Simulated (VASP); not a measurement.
Input of a VASP 6.6.1 run:

Contents of POSCAR:

```
GaAs
1.0
    0.0000000000      2.8268500000      2.8268500000
    2.8268500000      0.0000000000      2.8268500000
    2.8268500000      2.8268500000      0.0000000000
As Ga
1 1
Direct
    0.7500000000      0.7500000000      0.7500000000
    0.0000000000      0.0000000000      0.0000000000
```

File INCAR.step1:

```
SYSTEM = GaAs
  PREC = Accurate
  ENCUT = 500
  EDIFF = 1E-8
  ISMEAR = 0
  SIGMA = 0.01
  LREAL = .False.
  LASPH = .True.
  NELM = 80
  ALGO = Normal
  LWAVE = .True.
  LCHARG = .False.
  GGA = CA
  KPAR = 4
```

The input INCAR.step2:

```
SYSTEM = GaAs
  PREC = Accurate
  ENCUT = 500
  EDIFF = 1E-8
  ISMEAR = 0
  SIGMA = 0.01
  LREAL = .False.
  LASPH = .True.
  NELM = 1
  ALGO = Exact
  LWAVE = .True.
  LCHARG = .False.
  GGA = CA
  NBANDS = 299
  LOPTICS = .True.
  ISTART = 1
  KPAR = 4
```

File INCAR.step3:

```
SYSTEM = GaAs
  PREC = Accurate
  ENCUT = 500
  EDIFF = 1E-8
  ISMEAR = 0
  SIGMA = 0.01
  LREAL = .False.
  LASPH = .True.
  ALGO = EVGW0
  LWAVE = .False.
  LCHARG = .False.
  GGA = CA
  NELMGW = 1
  NBANDS = 299
  ENCUTGW = 200
  NOMEGA = 50
  PRECFOCK = Fast
  ISTART = 1
  NBANDSGW = 17
  KPAR = 4
```

File KPOINTS:

```
Automatic mesh
0
Gamma
  4 4 4
  0 0 0
```

Potentials or basis: VASP PAW LDA potentials, release 64 (As_GW, Ga_d_GW).

The run is started by

```bash
$ cat potpaw_LDA.64/As_GW/POTCAR potpaw_LDA.64/Ga_d_GW/POTCAR > POTCAR
$ cp INCAR.step1 INCAR
$ mpirun -np 4 vasp_std > vasp.out
$ cp INCAR.step2 INCAR
$ mpirun -np 4 vasp_std > vasp.out
$ cp INCAR.step3 INCAR
$ mpirun -np 4 vasp_std > vasp.out
```

Task: Estimate the quasiparticle gap.

Result: 1.27 eV.

Task: What does it give for the least direct quasiparticle gap?

Result: 1.27 eV.

Task: Estimate the band gap on the k mesh, mean-field level.

Result: 0.31 eV, direct.

Caveat: the k mesh is coarse (spacing up to 0.48 Å⁻¹), so the values aren't converged; bands, screening cutoff and mesh are small and nothing is extrapolated, so the quasiparticle values aren't converged.
